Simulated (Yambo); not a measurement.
SiC (Moissanite 3C):

```xyz
2
Lattice="0.0000 2.1790 2.1790 2.1790 0.0000 2.1790 2.1790 2.1790 0.0000" Properties=species:S:1:pos:R:3 pbc="T T T"
Si    0.0000    0.0000    0.0000
C     3.2685    3.2685    3.2685
```

Base run:

| Property | Result |
| --- | --- |
| Program | Yambo 5.3.0 |
| Functional | PBEsol |
| Potentials or basis | PseudoDojo 0.4.1 SR PBEsol standard |
| Cutoff | 1116 eV |
| Density cutoff | 4463 eV |
| k mesh | 6 × 6 × 6 |
| Occupations | fixed |
| Spin | no spin polarisation |

Its results: band gap on the k mesh, mean-field level 1.24 eV, indirect (least direct gap 4.46 eV).

Problem. The run is repeated on the same cell with these changes: functional from PBEsol to PBE; potentials or basis from PseudoDojo 0.4.1 SR PBEsol standard to PseudoDojo 0.4.1 SR PBE standard. What comes out?

Solution. Band gap on the k mesh, mean-field level 1.36 eV, indirect (least direct gap 4.55 eV).

A k mesh can miss the band edges.
